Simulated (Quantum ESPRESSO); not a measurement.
# KF (Carobbiite) (Fm-3m) in Quantum ESPRESSO: notebook

One crystal, KF (Carobbiite), is run at these levels: PBE; tasks: phonons.

All numbers are computed with Quantum ESPRESSO 7.5; they aren't measurements. Logs are shortened: lines on timing, memory, paths and dates and some standing lists are left out, and cuts for length are marked.

### 1 Starting point

The structure is cubic, space group Fm-3m (No. 225). Conventional cell: a = 5.344 Å, b = 5.344 Å, c = 5.344 Å, α = 90.00°, β = 90.00°, γ = 90.00°. Around K (site symmetry m-3m) lie 6 F at 2.67 Å. Around F (site symmetry m-3m) lie 6 K at 2.67 Å.

### 2 Phonons, PBE

The input, pw.in:

```
&CONTROL
  calculation = 'scf'
  prefix = 'pwscf'
  outdir = './tmp'
  pseudo_dir = './pseudo'
  tprnfor = .true.
  tstress = .true.
  disk_io = 'low'
/
&SYSTEM
  ibrav = 0
  A = 3.77856651
  nat = 2
  ntyp = 2
  ecutwfc = 84
  nbnd = 14
  occupations = 'smearing'
  smearing = 'fd'
  degauss = 0.00367493
/
&ELECTRONS
  conv_thr = 4d-10
  electron_maxstep = 120
  mixing_beta = 0.5
/
ATOMIC_SPECIES
K     39.0983 K.upf
F     18.9984 F.upf
CELL_PARAMETERS alat
   0.0000000000    0.7071067806    0.7071067806
   0.7071067806    0.0000000000    0.7071067806
   0.7071067806    0.7071067806    0.0000000000
ATOMIC_POSITIONS alat
K      0.0000000000    0.0000000000    0.0000000000
F      0.7071067806    0.7071067806    0.7071067806
K_POINTS automatic
6 6 6 1 1 1
```

The input, relax.in:

```
&CONTROL
  calculation = 'vc-relax'
  prefix = 'pwscf'
  outdir = './tmp'
  pseudo_dir = './pseudo'
  tprnfor = .true.
  tstress = .true.
  disk_io = 'low'
  nstep = 40
  forc_conv_thr = 0.0001
  etot_conv_thr = 1d-06
/
&SYSTEM
  ibrav = 0
  A = 3.77856651
  nat = 2
  ntyp = 2
  ecutwfc = 84
  nbnd = 14
  occupations = 'smearing'
  smearing = 'fd'
  degauss = 0.00367493
/
&ELECTRONS
  conv_thr = 4d-10
  electron_maxstep = 120
  mixing_beta = 0.5
/
&IONS
  ion_dynamics = 'bfgs'
/
&CELL
  cell_dynamics = 'bfgs'
  press = 0
  press_conv_thr = 0.2
/
ATOMIC_SPECIES
K     39.0983 K.upf
F     18.9984 F.upf
CELL_PARAMETERS alat
   0.0000000000    0.7071067806    0.7071067806
   0.7071067806    0.0000000000    0.7071067806
   0.7071067806    0.7071067806    0.0000000000
ATOMIC_POSITIONS alat
K      0.0000000000    0.0000000000    0.0000000000
F      0.7071067806    0.7071067806    0.7071067806
K_POINTS automatic
6 6 6 1 1 1
```

The input, scf2.in:

```
&CONTROL
  calculation = 'scf'
  prefix = 'pwscf'
  outdir = './tmp'
  pseudo_dir = './pseudo'
  tprnfor = .true.
  tstress = .true.
  disk_io = 'low'
/
&SYSTEM
  ibrav = 0
  A = 3.82868741
  nat = 2
  ntyp = 2
  ecutwfc = 84
  nbnd = 14
  occupations = 'fixed'
/
&ELECTRONS
  conv_thr = 1d-13
  electron_maxstep = 120
  mixing_beta = 0.5
  startingpot = 'file'
  startingwfc = 'file'
/
ATOMIC_SPECIES
K     39.0983 K.upf
F     18.9984 F.upf
CELL_PARAMETERS alat
   0.0000000000    0.7071067819    0.7071067819
   0.7071067819    0.0000000000    0.7071067819
   0.7071067819    0.7071067819    0.0000000000
ATOMIC_POSITIONS alat
K      0.0000000000    0.0000000000    0.0000000000
F      0.7071067819    0.7071067819    0.7071067819
K_POINTS automatic
6 6 6 1 1 1
```

The input, ph.in:

```
phonons of KF
&INPUTPH
  prefix = 'pwscf'
  outdir = './tmp'
  tr2_ph = 1d-18
  fildyn = 'dyn'
  niter_ph = 90
  alpha_mix(1) = 0.7
  epsil = .true.
/
0.0000000000 0.0000000000 0.0000000000
```

The input, dynmat.in:

```
&INPUT
  fildyn = 'dyn'
  asr = 'crystal'
  lperm = .true.
  filout = 'dynmat.disp'
  fileig = 'dynmat.eig'
/
```

The input, dynmat_lo.in:

```
&INPUT
  fildyn = 'dyn'
  asr = 'crystal'
  filout = 'dynmat_lo.disp'
  fileig = 'dynmat_lo.eig'
  q(1) = 0
  q(2) = 0
  q(3) = 1
/
```

Potentials or basis: PseudoDojo 0.4.1 SR PBE standard.

Started as:

```console
> OMP_NUM_THREADS=1 mpirun -n 4 pw.x -nk 4 -in pw.in > pw.out
> OMP_NUM_THREADS=1 mpirun -n 4 pw.x -nk 4 -in relax.in > relax.out
> OMP_NUM_THREADS=1 mpirun -n 4 pw.x -nk 4 -in scf2.in > scf2.out
> OMP_NUM_THREADS=1 mpirun -n 4 ph.x -nk 4 -in ph.in > ph.out
> OMP_NUM_THREADS=1 mpirun -n 1 dynmat.x -in dynmat.in > dynmat.out
> OMP_NUM_THREADS=1 mpirun -n 1 dynmat.x -in dynmat_lo.in > dynmat_lo.out
```

pw.out:

```text
This program is part of the open-source Quantum ESPRESSO suite
     for quantum simulation of materials; please cite
[... 6 lines left out ...]
     using ibrav=0 with symmetry is DISCOURAGED, use correct ibrav instead

     K-points division:     npool     =       4
     Subspace diagonalization in iterative solution of the eigenvalue problem:
     a serial algorithm will be used

     G-vector sticks info
     --------------------
     sticks:   dense  smooth     PW     G-vecs:    dense   smooth      PW
     Sum        1177    1177    361                26717    26717    4381

     Using Slab Decomposition

     bravais-lattice index     =            0
     lattice parameter (alat)  =       7.1405  a.u.
     unit-cell volume          =     257.4322 (a.u.)^3
     number of atoms/cell      =            2
     number of atomic types    =            2
     number of electrons       =        16.00
     number of Kohn-Sham states=           14
     kinetic-energy cutoff     =      84.0000  Ry
     charge density cutoff     =     336.0000  Ry
     scf convergence threshold =      4.0E-10
     mixing beta               =       0.5000
     number of iterations used =            8  plain     mixing
     Exchange-correlation= PBE
                           (   1   4   3   4   0   0   0)

     celldm(1)=   7.140456  celldm(2)=   0.000000  celldm(3)=   0.000000
     celldm(4)=   0.000000  celldm(5)=   0.000000  celldm(6)=   0.000000

     crystal axes: (cart. coord. in units of alat)
               a(1) = (   0.000000   0.707107   0.707107 )
               a(2) = (   0.707107   0.000000   0.707107 )
               a(3) = (   0.707107   0.707107   0.000000 )

     reciprocal axes: (cart. coord. in units 2 pi/alat)
               b(1) = ( -0.707107  0.707107  0.707107 )
               b(2) = (  0.707107 -0.707107  0.707107 )
               b(3) = (  0.707107  0.707107 -0.707107 )

     PseudoPot. # 1 for K  read from file:
     K.upf
     Pseudo is Norm-conserving + core correction, Zval =  9.0
     Generated using ONCVPSP code by D. R. Hamann
     Using radial grid of 2222 points,  6 beta functions with:
                l(1) =   0
                l(2) =   0
                l(3) =   1
                l(4) =   1
                l(5) =   2
                l(6) =   2

     PseudoPot. # 2 for F  read from file:
     F.upf
     Pseudo is Norm-conserving + core correction, Zval =  7.0
     Generated using ONCVPSP code by D. R. Hamann
     Using radial grid of  832 points,  5 beta functions with:
                l(1) =   0
                l(2) =   0
                l(3) =   1
                l(4) =   1
                l(5) =   2

     atomic species   valence    mass     pseudopotential
     K                 9.00    39.09830     K ( 1.00)
     F                 7.00    18.99840     F ( 1.00)

     48 Sym. Ops., with inversion, found

   Cartesian axes

     site n.     atom                  positions (alat units)
         1        K      tau(   1) = (   0.0000000   0.0000000   0.0000000  )
         2        F      tau(   2) = (   0.7071068   0.7071068   0.7071068  )

     number of k points=    28  Fermi-Dirac smearing, width (Ry)=  0.0037
                       cart. coord. in units 2pi/alat
        k(    1) = (   0.0589256   0.0589256   0.0589256), wk =   0.0185185
        k(    2) = (   0.1767767   0.1767767  -0.0589256), wk =   0.0555556
        k(    3) = (   0.2946278   0.2946278  -0.1767767), wk =   0.0555556
        k(    4) = (  -0.2946278  -0.2946278   0.4124790), wk =   0.0555556
        k(    5) = (  -0.1767767  -0.1767767   0.2946278), wk =   0.0555556
        k(    6) = (  -0.0589256  -0.0589256   0.1767767), wk =   0.0555556
[... 20 lines left out ...]
        k(   27) = (   0.2946278   0.2946278   0.2946278), wk =   0.0185185
        k(   28) = (  -0.2946278  -0.2946278   0.8838835), wk =   0.0555556

     Dense  grid:    26717 G-vectors     FFT dimensions: (  45,  45,  45)

     Initial potential from superposition of free atoms

     starting charge      15.9808, renormalised to      16.0000
     Starting wfcs are    9 randomized atomic wfcs +    5 random wfcs

     Self-consistent Calculation

     iteration #  1     ecut=    84.00 Ry     beta= 0.50
     Davidson diagonalization with overlap
     ethr =  1.00E-02,  avg # of iterations =  8.4

     total energy              =    -109.56169645 Ry
     estimated scf accuracy    <       0.27532182 Ry

     iteration #  2     ecut=    84.00 Ry     beta= 0.50
     Davidson diagonalization with overlap
     ethr =  1.72E-03,  avg # of iterations =  2.0

     total energy              =    -109.63811050 Ry
     estimated scf accuracy    <       0.06114834 Ry

     iteration #  3     ecut=    84.00 Ry     beta= 0.50
     Davidson diagonalization with overlap
     ethr =  3.82E-04,  avg # of iterations =  3.1

     total energy              =    -109.64864856 Ry
     estimated scf accuracy    <       0.00380139 Ry

     iteration #  4     ecut=    84.00 Ry     beta= 0.50
     Davidson diagonalization with overlap
     ethr =  2.38E-05,  avg # of iterations =  4.9

     total energy              =    -109.64896698 Ry
     estimated scf accuracy    <       0.00017954 Ry

     iteration #  5     ecut=    84.00 Ry     beta= 0.50
     Davidson diagonalization with overlap
     ethr =  1.12E-06,  avg # of iterations =  2.6

     total energy              =    -109.64901517 Ry
     estimated scf accuracy    <       0.00002590 Ry

     iteration #  6     ecut=    84.00 Ry     beta= 0.50
     Davidson diagonalization with overlap
     ethr =  1.62E-07,  avg # of iterations =  2.0

     total energy              =    -109.64902007 Ry
     estimated scf accuracy    <       0.00001130 Ry

     iteration #  7     ecut=    84.00 Ry     beta= 0.50
     Davidson diagonalization with overlap
     ethr =  7.06E-08,  avg # of iterations =  1.6

     total energy              =    -109.64902172 Ry
     estimated scf accuracy    <       0.00000002 Ry

     iteration #  8     ecut=    84.00 Ry     beta= 0.50
     Davidson diagonalization with overlap
     ethr =  9.99E-11,  avg # of iterations =  3.3

     total energy              =    -109.64902173 Ry
     estimated scf accuracy    <          4.7E-09 Ry

     iteration #  9     ecut=    84.00 Ry     beta= 0.50
     Davidson diagonalization with overlap
     ethr =  2.94E-11,  avg # of iterations =  2.0

     End of self-consistent calculation

          k = 0.0589 0.0589 0.0589 (  3368 PWs)   bands (ev):

   -24.5718 -17.0649  -7.8465  -7.8304  -7.8304   1.4730   1.5138   1.5138
     7.9327  12.1092  12.3240  12.3240  13.9193  13.9193

          k = 0.1768 0.1768-0.0589 (  3353 PWs)   bands (ev):

   -24.5429 -17.0901  -7.9213  -7.8767  -7.8274   1.1917   1.3750   1.4752
     8.8442  11.6506  12.6974  12.9000  14.2254  14.2553

          k = 0.2946 0.2946-0.1768 (  3352 PWs)   bands (ev):

   -24.4980 -17.1288  -8.0578  -7.9006  -7.8504   0.8842   1.2265   1.3046
    10.3069  11.6165  13.4097  13.4151  14.9649  15.2796

          k =-0.2946-0.2946 0.4125 (  3342 PWs)   bands (ev):

   -24.4822 -17.1420  -8.1058  -7.8928  -7.8764   0.8004   1.2046   1.2125
    10.6707  12.0154  13.5342  13.6729  15.6642  15.7146

          k =-0.1768-0.1768 0.2946 (  3356 PWs)   bands (ev):

   -24.5118 -17.1160  -8.0186  -7.8796  -7.8610   0.9755   1.2946   1.3455
     9.8698  11.4446  13.2220  13.3477  14.6840  14.8079

          k =-0.0589-0.0589 0.1768 (  3356 PWs)   bands (ev):

   -24.5564 -17.0776  -7.8814  -7.8566  -7.8369   1.2825   1.4847   1.4982
     8.4052  11.7109  12.6243  12.6624  14.0603  14.0693

          k = 0.2946 0.0589 0.0589 (  3358 PWs)   bands (ev):

   -24.5305 -17.0921  -7.9441  -7.9020  -7.8879   1.0856   1.4635   1.4782
     9.1819  11.1011  13.2275  13.2701  14.2089  14.3256

          k = 0.4125 0.1768-0.0589 (  3357 PWs)   bands (ev):

   -24.4952 -17.1081  -8.0710  -7.9909  -7.9088   1.0205   1.3195   1.4333
    10.3879  10.8332  13.4470  13.9517  14.6453  15.1928

          k =-0.1768-0.4125 0.5303 (  3342 PWs)   bands (ev):

   -24.4721 -17.1221  -8.1544  -8.0363  -7.9088   0.9928   1.2626   1.2918
    10.9090  11.6355  13.2038  14.2179  15.4248  16.3472

          k =-0.0589-0.2946 0.4125 (  3349 PWs)   bands (ev):

   -24.4847 -17.1201  -8.0842  -8.0305  -7.8779   0.9525   1.2271   1.3954
    10.7328  11.2859  13.2483  13.9539  14.8445  15.9115

          k = 0.0589-0.1768 0.2946 (  3360 PWs)   bands (ev):

   -24.5202 -17.1042  -7.9785  -7.9247  -7.8521   1.0369   1.3296   1.4506
     9.5584  11.2771  13.1843  13.2812  14.4201  14.6410

          k = 0.5303 0.0589 0.0589 (  3362 PWs)   bands (ev):

   -24.4777 -17.0898  -8.2372  -8.0097  -8.0004   1.1787   1.4461   1.4619
    10.1133  11.0728  13.5470  14.6773  15.1079  15.1179

          k =-0.0589-0.5303 0.6482 (  3342 PWs)   bands (ev):

   -24.4632 -17.0916  -8.3135  -8.0785  -7.9765   1.2795   1.3352   1.4263
    10.2600  12.0739  12.7544  14.9918  15.4532  16.3632

          k = 0.0589-0.4125 0.5303 (  3331 PWs)   bands (ev):

   -24.4661 -17.1122  -8.2057  -8.0898  -7.9216   1.0668   1.2891   1.3505
    10.9521  11.6991  12.9584  14.6775  15.1377  16.2179

          k = 0.1768-0.2946 0.4125 (  3346 PWs)   bands (ev):

   -24.4835 -17.1311  -8.1021  -7.9522  -7.8800   0.8881   1.2160   1.2904
    10.6912  11.6405  13.4062  13.7870  15.2715  15.8011

          k =-0.6482 0.0589 0.0589 (  3331 PWs)   bands (ev):

   -24.4644 -17.0810  -8.3555  -8.0378  -8.0268   1.3102   1.4447   1.4633
     9.8957  11.8355  13.2201  15.0174  15.4969  15.7680

          k =-0.5303 0.1768-0.0589 (  3352 PWs)   bands (ev):

   -24.4746 -17.1007  -8.2086  -8.0478  -7.9537   1.1495   1.3245   1.4269
    10.4481  11.2868  13.2169  14.6117  15.0998  15.7972

          k =-0.4125 0.0589 0.0589 (  3349 PWs)   bands (ev):

   -24.5017 -17.0967  -8.0687  -7.9584  -7.9547   1.0560   1.4502   1.4651
    10.1087  10.5334  13.7443  14.0141  14.3924  14.6840

          k = 0.1768 0.1768 0.1768 (  3362 PWs)   bands (ev):

   -24.5312 -17.1024  -7.9659  -7.8463  -7.8463   1.1053   1.3616   1.3616
     9.2424  11.6468  12.9421  12.9421  14.4246  14.4246

          k = 0.2946 0.2946 0.0589 (  3356 PWs)   bands (ev):

   -24.5031 -17.1173  -8.0230  -7.9675  -7.8441   0.9498   1.2372   1.4193
    10.1373  11.3900  13.2996  13.3765  14.6494  15.2410

          k =-0.2946-0.2946 0.6482 (  3342 PWs)   bands (ev):

   -24.4741 -17.1217  -8.1450  -8.0406  -7.8977   0.9605   1.2276   1.3656
    10.9347  11.6163  13.1374  14.1918  15.0061  16.2768

          k =-0.1768-0.1768 0.5303 (  3339 PWs)   bands (ev):

   -24.4733 -17.1114  -8.1875  -8.0151  -7.9526   1.0937   1.2896   1.3390
    10.6558  11.4886  13.2037  14.3143  15.4730  15.9504

          k = 0.4125 0.1768 0.1768 (  3343 PWs)   bands (ev):

   -24.4906 -17.1194  -8.0880  -7.9358  -7.9185   0.9693   1.2764   1.3374
    10.5214  11.1816  13.4328  13.8182  15.1246  15.2549

          k =-0.1768-0.4125 0.7660 (  3339 PWs)   bands (ev):

   -24.4700 -17.1117  -8.1617  -8.1132  -7.9093   1.0636   1.2686   1.3842
    10.9974  11.3574  13.0197  14.6350  15.0922  16.3326

          k =-0.0589-0.2946 0.6482 (  3333 PWs)   bands (ev):

   -24.4620 -17.1021  -8.2403  -8.1534  -7.9224   1.1419   1.3445   1.3811
    10.9034  11.6761  12.7548  14.9265  15.4124  16.4192

          k =-0.7660 0.1768 0.1768 (  3335 PWs)   bands (ev):

   -24.4639 -17.1020  -8.2740  -8.0527  -7.9725   1.1930   1.3344   1.3434
    10.5315  12.1034  12.7665  14.8217  15.2734  16.3589

          k = 0.2946 0.2946 0.2946 (  3353 PWs)   bands (ev):

   -24.4900 -17.1407  -8.0832  -7.8620  -7.8620   0.7971   1.2149   1.2149
    10.5021  11.9311  13.5096  13.5096  15.4254  15.4255

          k =-0.2946-0.2946 0.8839 (  3341 PWs)   bands (ev):

   -24.4767 -17.1321  -8.1269  -7.9756  -7.8897   0.8931   1.2196   1.2707
    10.8217  11.8258  13.3629  13.9117  15.4227  16.1436

     the Fermi energy is     6.4214 ev

!    total energy              =    -109.64902173 Ry
     estimated scf accuracy    <          1.9E-10 Ry
     smearing contrib. (-TS)   =      -0.00000000 Ry
     internal energy E=F+TS    =    -109.64902173 Ry

     The total energy is F=E-TS. E is the sum of the following terms:
     one-electron contribution =     -41.34212471 Ry
     hartree contribution      =      28.32897006 Ry
     xc contribution           =     -24.01465405 Ry
     ewald contribution        =     -72.62121303 Ry

     convergence has been achieved in   9 iterations

     Forces acting on atoms (cartesian axes, Ry/au):

     atom    1 type  1   force =    -0.00000000   -0.00000000    0.00000000
     atom    2 type  2   force =    -0.00000000    0.00000000    0.00000000

     Total force =     0.000000     Total SCF correction =     0.000000

     Computing stress (Cartesian axis) and pressure

          total   stress  (Ry/bohr**3)                   (kbar)     P=       12.88
   0.00008753  -0.00000000  -0.00000000           12.88       -0.00       -0.00
  -0.00000000   0.00008753  -0.00000000           -0.00       12.88       -0.00
  -0.00000000  -0.00000000   0.00008753           -0.00       -0.00       12.88

=------------------------------------------------------------------------------=
   JOB DONE.
=------------------------------------------------------------------------------=
```

Wall time 5.4 min (4 MPI ranks of Arm Neoverse N1, shared host); peak memory 0.44 GiB.

Results:

```yaml
Free_energy: -1491.8570 eV
Relaxed_volume: 19.84 Å³/atom
Relaxed_cell: a = 3.829 Å, b = 3.829 Å, c = 3.829 Å, α = 60.00°, β = 60.00°, γ = 60.00°
Space_group_after_relaxing_to_0.05_Å: Fm-3m (No. 225)
Pressure_after_relaxing: 0.0 GPa
Electronic_dielectric_tensor_diagonal: 1.96
Born_charges_mean_of_the_diagonal: K +1.13; F -1.13 e
Highest_phonon_frequency_at_Γ_LO-TO_splitting_left_out: 165 cm⁻¹
Static_dielectric_tensor_diagonal: 6.52
```

Step by step:
```csv
step,energy change (eV),largest force (eV/Å),pressure (GPa),volume (Å³)
1,0.0000,0.0000,1.29,38.15
2,-0.0018,0.0000,1.06,38.40
3,-0.0035,0.0000,0.81,38.68
4,-0.0051,0.0000,0.46,39.09
5,-0.0060,0.0000,0.02,39.66
6,-0.0060,0.0000,0.00,39.69
```

Final structure:
```
K F
1.0
     0.00000    2.70729    2.70729
     2.70729    0.00000    2.70729
     2.70729    2.70729    0.00000
K F
1 1
Direct
  0.00000 0.00000 0.00000
  0.50000 0.50000 0.50000
```

Levels at points of the mesh, in eV from the valence-band top:
```csv
k point,band 5,band 6,band 7,band 8,band 9,band 10,band 11,band 12
"(0.08, 0.08, 0.08)",-9.49,-0.04,0.00,0.00,6.21,10.48,10.69,10.69
```

Phonon frequencies in cm⁻¹ (negative: imaginary):
```tsv
q point	frequencies
(0.000, 0.000, 0.000)	-2 -2 -2 165 165 165
```

Electronic dielectric tensor:
```
1.96 0.00 0.00
0.00 1.96 0.00
0.00 0.00 1.96
```

Born effective charge tensors (e):
atom 1, K
```
1.13 0.00 0.00
0.00 1.13 0.00
0.00 0.00 1.13
```
atom 2, F
```
-1.13  0.00  0.00
 0.00 -1.13  0.00
 0.00  0.00 -1.13
```

Optical modes at Γ, degenerate ones joined, polar ones without the macroscopic field:
| cm⁻¹ | components | symmetry | active in | IR intensity, summed ((D/Å)²/amu) |
| --- | --- | --- | --- | --- |
| 165 | 3 | T1u | IR | 6.96 |

Zone-centre frequencies without and with the macroscopic field along z (cm⁻¹):
|  | optical modes in rising order |
| --- | --- |
| without | 165 165 165 |
| with the field | 165 165 302 |

Static dielectric tensor, electrons and zone-centre modes:
```
6.52 0.00 0.00
0.00 6.52 0.00
0.00 0.00 6.52
```

(Continued in part 2 of 2.)
